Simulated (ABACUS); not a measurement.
Crystal: AgCl (Chlorargyrite).

```
Ag Cl
1.0
     0.00000    2.73500    2.73500
     2.73500    0.00000    2.73500
     2.73500    2.73500    0.00000
Ag Cl
1 1
Cartesian
  0.0000 0.0000 0.0000
  2.7350 2.7350 2.7350
```

Program: ABACUS 3.10.1. Alike in all runs: task single point; no spin polarisation; cell as given; smearing fermi-dirac 0.05 eV.

Q: Order these runs on this cell by their band gap on the k mesh, lowest first.
A. level r2SCAN; potentials or basis SG15 ONCV 1.2 PBE, plane waves; k mesh 5 × 5 × 5; cutoff (eV) 1293; radial cutoff of the potentials (pseudo_rcut) 7 bohr; SCF threshold on the density 1e-08; eigensolver dav
B. level PBE; potentials or basis PseudoDojo NC SR 0.4.1 PBE standard, plane waves; k mesh 8 × 8 × 8; cutoff (eV) 1116; radial cutoff of the potentials (pseudo_rcut) 10 bohr; SCF threshold on the density 1e-08; eigensolver dav
C. level PBEsol; potentials or basis PseudoDojo NC SR 0.4.1 PBEsol standard, plane waves; k mesh 8 × 8 × 8; cutoff (eV) 1116; radial cutoff of the potentials (pseudo_rcut) 7 bohr; SCF threshold on the density 1e-08; eigensolver dav
D. level r2SCAN; potentials or basis SG15 ONCV 1.2 PBE, DZP LCAO (the cutoffs set its grid); k mesh 6 × 6 × 6; cutoff (eV) 1361; radial cutoff of the potentials (pseudo_rcut) 10 bohr; SCF threshold on the density 1e-07; eigensolver genelpa

A: C (0.73 eV), B (0.91 eV), D (1.37 eV), A (1.55 eV).

Caveats: the atomic orbitals were generated for these runs and aren't a published set (some runs); the basis of atomic orbitals isn't converged, which shifts pressures, moduli and gaps (some runs); an odd mesh through Γ misses points on the zone boundary, where band edges often lie (some runs).

Not every run made on this cell is shown here.
